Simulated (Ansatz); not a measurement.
# AlN (P6_3mc) in Ansatz: relaxation of cell and atoms with HSEsol

Aim: the relaxation of cell and atoms of AlN with HSEsol.

All numbers are computed with Ansatz 0.2.0; they aren't measurements. Logs are shortened: lines on timing, memory, paths and dates and some standing lists are left out, and cuts for length are marked.

## 1. Starting point

It takes space group P6_3mc (No. 186, hexagonal). Conventional cell: a = 3.113 Å, b = 3.113 Å, c = 4.981 Å, α = 90.00°, β = 90.00°, γ = 120.00°. Al (site symmetry 3m) is surrounded by 4 N at 1.89 Å. N (site symmetry 3m) is surrounded by 4 Al at 1.89 Å.

## 2. Relaxation of cell and atoms, HSEsol

input.yaml reads:

```yaml
crystal:
  lattice:
    - [3.113, 0.0, 0.0]
    - [-1.5565, 2.695937082, 0.0]
    - [0.0, 0.0, 4.981]
  atoms:
    - { symbol: Al, position: [0.6666666667, 0.3333333333, 0.5] }
    - { symbol: Al, position: [0.3333333333, 0.6666666667, 0.0] }
    - { symbol: "N", position: [0.6666666667, 0.3333333333, 0.88] }
    - { symbol: "N", position: [0.3333333333, 0.6666666667, 0.38] }
hamiltonian:
  xc:
    exchange: hjs_pbesol
    correlation: pbesol
    exx: { coeff: 0.25, omega: 0.207 }
  pseudopotentials: { kind: paw }
kpoints:
  mp_grid: { grid: [5, 5, 3] }
scf:
  occupations: { method: fermi_dirac, width: 0.05 }
output:
  forces: true
  stress: true
relax:
  f_tol: 0.01
  max_steps: 40
  cell: { stress_tol: 0.05 }
```

Potentials or basis: Ansatz PAW.

Started as:

```bash
$ ansatz run input.yaml --threads 2 --pin off --max-ram 5632MiB --backend cpu --events-out ev --progress --plain --runs-dir out
```

Output:

```text
Warning: RAYON_NUM_THREADS=2 ignored (pool sized by the plan → 2); use --threads N
Engine: ansatz 0.2.0, aarch64-unknown-linux-gnu
Pseudopotentials: kind: paw
Pseudopotential: Al, paw, valence charge 3, recommended cutoff 420 eV (normal), Al.paw.azcp
Pseudopotential: N, paw, valence charge 5, recommended cutoff 420 eV (normal), N.paw.azcp
Functional definition: unnamed
  parameter a_1 = 0.25
  parameter omega_1 = 0.207/angstrom
  exchange = pbe_x(mu = 0.12345679012345678) + (-a_1)*hjs_pbesol_x_sr(omega_1) + a_1*exact_x_sr(omega_1)
  correlation = pbe_c(beta = 0.046)
Crystal: 4 atoms, lattice volume = 41.803 Å³
Basis set: ecut = 420 eV, 809 PW (Γ), exchange–correlation on 48×48×72 points (8 copies of the dense FFT grid, shifted against one another)
Bands: 12, of which v1, the nominal top of the filled ones, is band 8 counted from 1 (7 counted from 0)
Symmetry: 12 space group operations
Space group: P63mc (ITA 186), of the structure as read, at distance tolerance 3.5e-5 Å
k-points: 10 of 75 (time reversal used)
Non-local potential: Al, projectors of the file, l = 0: 2, l = 1: 2, l = 2: 1
Non-local potential: N, projectors of the file, l = 0: 2, l = 1: 2, l = 2: 1
PAW form: soft (Blöchl's): semilocal exchange-correlation on the pseudo side does not see the compensation charge
PAW frozen core: Al, regenerated for the run's functional, and the local potential with it (the file was generated under x = pbe(κ = 0.804, μ = 0.2195149727645171), c = pbe(β = 0.06672455060314922))
PAW frozen core: N, regenerated for the run's functional, and the local potential with it (the file was generated under x = pbe(κ = 0.804, μ = 0.2195149727645171), c = pbe(β = 0.06672455060314922))
PAW one-centre angular grid: Al, 110 points (default); XC on 64 Gauss nodes
PAW one-centre angular grid: N, 110 points (default); XC on 64 Gauss nodes
Initial density: superposition of atomic densities (neutral atoms: chi_scale 0, normalization atom), corrected by the library's trained network
Initial wavefunctions: pseudopotential atomic-orbital guess
Functional: x = pbesol(κ = 0.804, μ = 0.12345679012345678), c = pbesol(β = 0.046), warm-up for x = hjs_pbesol + 0.25 (exact − hjs_pbesol) at short range (ω = 0.207 Å⁻¹), c = pbesol(β = 0.046)
SCF iter   1: F=—  HF=-1811.901387 eV  |F-HF|=—  |Δ(HF+E_count)|=         —  Δρ=9.67e-3  dr2=4.15e-2  ethr=1.77e-3  ⟨swp⟩=8.7  Hψ=683  notcnv=0
preconditioner: auto → none  [insulator: Δε(μ)=4.055 eV  Ē_g=12.952 eV  σ=0.050 eV  W_gap=1.00  n_scr=2 (ndim 8)  ℏωp=23.0 eV  f_vac=0.000  D(μ)=0.00/eV (n_scr^D=0)]
iter 2 solved again at ethr=7.15e-6 eV; its pass at ethr=2.59e-4 eV (dr2=1.14e-3 eV) is discarded
SCF iter   2: F=—  HF=-1811.889537 eV  |F-HF|=—  |Δ(HF+E_count)|=   1.19e-2  Δρ=1.31e-3  dr2=8.60e-4  ethr=7.15e-6  ⟨swp⟩=3.6  Hψ=563  notcnv=0
eigensolver tolerance schedule: the retry pair's looser diagonalisation over-reported the residual by 0.33 of it (diagonalisation noise at 0.34 of the residual, at the tolerance the schedule requests for it); recorded, not acted on — ethr = c·dr2/N_el stays at c = 1.0e-1
SCF iter   3: F=—  HF=-1811.889366 eV  |F-HF|=—  |Δ(HF+E_count)|=   1.71e-4  Δρ=4.31e-4  dr2=3.66e-5  ethr=5.38e-6  ⟨swp⟩=2.8  Hψ=219  notcnv=0
SCF iter   4: F=—  HF=-1811.889371 eV  |F-HF|=—  |Δ(HF+E_count)|=   5.02e-6  Δρ=4.25e-5  dr2=2.35e-7  ethr=2.29e-7  ⟨swp⟩=3.7  Hψ=271  notcnv=0
SCF iter   5: F=—  HF=-1811.889371 eV  |F-HF|=—  |Δ(HF+E_count)|=   1.69e-7  Δρ=1.89e-5  dr2=1.06e-7  ethr=1.47e-9  ⟨swp⟩=4.1  Hψ=304  notcnv=0
SCF iter   6: F=—  HF=-1811.889371 eV  |F-HF|=—  |Δ(HF+E_count)|=  4.17e-10  Δρ=1.07e-5  dr2=4.22e-8  ethr=6.63e-10  ⟨swp⟩=3.6  Hψ=278  notcnv=0
[... 235 lines left out ...]
basis re-selected at this cell: Δ(F+E_penalty+E_count) = +7.288e-5 eV, ΔP = -0.001 GPa vs the last step (what re-selecting the basis moved, of the pressure what is left beyond the Pulay correction that the steps carried, after the strain that the cell walked since its last selection, with what the two solves' SCF thresholds leave and, on support functions, any second-order correction that the steps lacked; it is no measure of the basis error at this ecutwfc). This SCF's stress stands 1.35e-3 GPa from its target on what of the cell is left free (relax.cell.stress_tol is 5.00e-2 GPa) and its largest allowed force component is 5.28e-5 eV/Å (relax.f_tol is 1.00e-2 eV/Å): within both
hybrid SCF converged: 2 outer / 7 inner (+0 warm-up), last move |dexx| = 2.98e-13 eV, tail = 2.40e-13 eV
Stability not checked: this state was not tested for a lower state beside it, because the functional holds exact exchange (a hybrid, or Hartree-Fock), whose exchange loop this test does not read (fock_operator; see scf.lower_state_search)
Free energy (F): -1823.863316 eV
Frozen-core exchange: fock
Harris-Foulkes:  -1823.863316 eV  (|F-HF|=2.27e-13)
Internal energy: -1823.863316 eV  (E = F + TS)
E sigma→0 (E₀):  -1823.863316 eV
Fermi energy:    9.220520 eV
--- Per-component energies (eV) ---
  E_band       = 9.236173
  E_kinetic    = 320.978921
  E_local      = -443.366414  (includes V_loc(G=0)·N_el)
  E_nonlocal   = 109.658540
  E_hartree    = 154.187209
  E_xc         = -164.252978
  E_vxc        = -173.839835  (∫ρ·V_xc dr)
  E_exx        = -35.968213  (= α·E_x^exact, valence–valence)
  E_paw        = -1169.535329  (= ΣΔE_a)
  E_vpaw       = -40.633220  (= ΣTr[D̂ρ^β])
  E_aug_tail   = 0.000188  (compensation charges beyond the density's cutoff)
  E_ewald      = -595.499676
  E_core_change = -0.065564  (= ΣΔE_core)
  E_smearing   = -0.000000  (= −TS)
  E_closure    = -0.000000  (closes the sum)
  Σ components = -1823.863316   (vs F -1823.863316, Δ=-2.27e-13)
--- Forces (eV/Å), atoms counted from 1 ---
  atom   1  Al     0.00000000    -0.00000000    -0.00005519
  atom   2  Al     0.00000000     0.00000000    -0.00005519
  atom   3  N     -0.00000000     0.00000000     0.00005051
  atom   4  N     -0.00000000    -0.00000000     0.00005051
  max |Σ_I F_I| component: 9.35e-6 eV/Å
--- Stress (GPa, compression-positive) ---
        0.000122       0.000000       0.000000
        0.000000       0.000122       0.000000
        0.000000       0.000000      -0.001352
  P = ⅓ Tr σ = -0.0004 GPa (-0.004 kbar)
--- Band table (eV; the first three rows and the last of 10) ---
  k-point 0: bands = ["-10.3890", "-8.0216", "-0.2311", "5.3865", "5.3865", "6.1137", "6.1137", "6.3810", "12.0585", "14.5998"]
  k-point 1: bands = ["-9.9326", "-8.7956", "1.2727", "4.3484", "5.5593", "5.5593", "5.9228", "5.9228", "13.5666", "14.7562"]
  k-point 2: bands = ["-9.8491", "-7.7388", "0.4291", "3.3475", "4.3309", "4.8132", "5.9809", "6.0904", "13.7186", "15.7673"]
  k-point 9: bands = ["-7.8241", "-7.5635", "0.5413", "1.0574", "2.5610", "3.5571", "4.7563", "5.3770", "13.6270", "14.9915"]
  guard bands above this table: 2 of the run's 12 bands. The solve was not asked for them (output.publish_guard_bands: true or output.eigenvalues: true publishes all)
--- Relaxed structure (6 steps of the walk, 6 accepted, 2 SCFs on fresh bases) ---
  F+E_penalty+E_count = -1823.86331558 eV   max|allowed force component| = 5.285e-5 eV/Å   (the final SCF, on the basis selected at the relaxed cell)
  cell:  # Å, volume = 41.0005 Å³
    - [3.0941513088488684, 6.975416970746863e-19, -7.845724566114764e-34]
    - [-1.5470756544244342, 2.6796136366159904, 6.416292296030236e-34]
    - [-1.2553663367709484e-33, 4.60684894227871e-34, 4.945107472129672]
  atoms:
    - { symbol: Al, position: [0.6666666666666665, 0.33333333333333326, 0.49880941004037854] }
    - { symbol: Al, position: [0.33333333333333326, 0.6666666666666665, -0.0011905899596214855] }
    - { symbol: N, position: [0.6666666666666665, 0.33333333333333326, 0.8811905899596214] }
    - { symbol: N, position: [0.33333333333333326, 0.6666666666666665, 0.3811905899596214] }
```

Wall time 49 s (2 threads of Arm Neoverse V1, shared host); peak memory 0.59 GiB.

What came out:

| Property | Result |
| --- | --- |
| Free energy | -1823.8633 eV |
| Relaxed volume | 10.25 Å³/atom |
| Relaxed cell | a = 3.094 Å, b = 3.094 Å, c = 4.945 Å, α = 90.00°, β = 90.00°, γ = 120.00° |
| Space group after relaxing (to 0.05 Å) | P6_3mc (No. 186) |
| Energy gained by relaxing | 3.0 meV/atom |
| Ionic steps | 8 |
| Pressure after relaxing | 0.0 GPa |
| Band gap on the k mesh | 5.68 eV, direct |

The path:
```
step  energy change (eV)  largest force (eV/Å)  volume (Å³)
   1              0.0000                0.1321        41.80
   2             -0.0095                0.1002        41.38
   3             -0.0135                0.0306        40.99
   4             -0.0136                0.0035        41.01
   5             -0.0135                0.0006        41.02
   6             -0.0119                0.0007        41.02
   7             -0.0120                0.0000        41.00
   8             -0.0119                0.0001        41.00
```

Final structure:
```cif
data_structure
_symmetry_space_group_name_H-M 'P 1'
_symmetry_Int_Tables_number 1
_cell_length_a 3.0942
_cell_length_b 3.0942
_cell_length_c 4.9451
_cell_angle_alpha 90.000
_cell_angle_beta 90.000
_cell_angle_gamma 120.000
_cell_volume 41.00
loop_
_atom_site_label
_atom_site_type_symbol
_atom_site_fract_x
_atom_site_fract_y
_atom_site_fract_z
_atom_site_occupancy
Al1 Al 0.66667 0.33333 0.49881 1
Al2 Al 0.33333 0.66667 0.99881 1
N1 N 0.66667 0.33333 0.88119 1
N2 N 0.33333 0.66667 0.38119 1
```

Caveat: the k mesh is coarse (spacing up to 0.47 Å⁻¹), so the values aren't converged, least of all with exact exchange; odd divisions of the mesh miss points on the zone boundary, where band edges often lie, so the gap on the mesh can be too wide; the plane-wave basis is chosen anew once the cell has moved, so the energies of steps on either side of that aren't comparable; the pressure holds a Pulay correction of +0.4 GPa for the finite cutoff; the PAW data sets come from PBE, with cores solved anew for the run's functional, which leaves a small shift of forces and pressure.
